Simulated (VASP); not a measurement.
A run of VASP 6.6.1 is set up as follows.

Contents of INCAR:

```
SYSTEM = S
PREC = Accurate ; ENCUT = 600
EDIFF = 1E-6 ; ISMEAR = 1
SIGMA = 0.1 ; LREAL = .False.
LASPH = .True. ; NELM = 80
ALGO = Normal ; ISIF = 3
LWAVE = .False. ; LCHARG = .False.
GGA = CA ; IBRION = 2
NSW = 90 ; EDIFFG = -0.01
PSTRESS = 1500.0
```

Contents of KPOINTS:

```
Automatic mesh
0
Gamma
  19 19 19
  0 0 0
```

The input POSCAR:

```
S
1.0
    1.6385000000      0.9459884161      0.8613333333
   -1.6385000000      0.9459884161      0.8613333333
    0.0000000000     -1.8919768321      0.8613333333
S
1
Direct
    0.0000000000      0.0000000000      0.0000000000
```

Potentials or basis: VASP PAW LDA potentials, release 64 (S).

Run with:

```sh
$ cat potpaw_LDA.64/S/POTCAR > POTCAR
$ mpirun -np 1 vasp_std > vasp.out
```

Q: What does it give for the relaxed cell?

A: a = 2.141 Å, b = 2.141 Å, c = 2.141 Å, α = 103.98°, β = 103.98°, γ = 103.98°.

Q: Predict the relaxed volume.

A: 8.75 Å³/atom.

Q: Estimate the band gap on the k mesh.

A: None (metal or under the smearing width).

Q: What does it give for the space group after relaxing (to 0.05 Å)?

A: R-3m (No. 166).

Step by step:
| step | energy change (eV) | largest force (eV/Å) | pressure (GPa) | volume (Å³) |
| --- | --- | --- | --- | --- |
| 1 | 0.0000 | 0.0000 | 201.35 | 8.01 |
| 2 | -2.2555 | 0.0000 | 45.68 | 11.37 |
| 3 | -0.8612 | 0.0000 | 146.14 | 8.81 |
| 4 | -0.8020 | 0.0000 | 150.10 | 8.75 |
| 5 | -0.8162 | 0.0000 | 149.19 | 8.76 |
| 6 | -0.7713 | 0.0000 | 152.40 | 8.72 |
| 7 | -0.7950 | 0.0000 | 150.73 | 8.74 |
| 8 | -0.8200 | 0.0000 | 149.35 | 8.77 |
| 9 | -0.8070 | 0.0000 | 150.08 | 8.75 |

Caveat: the cell is relaxed towards a set pressure, so the enthalpy falls and the energy may rise.
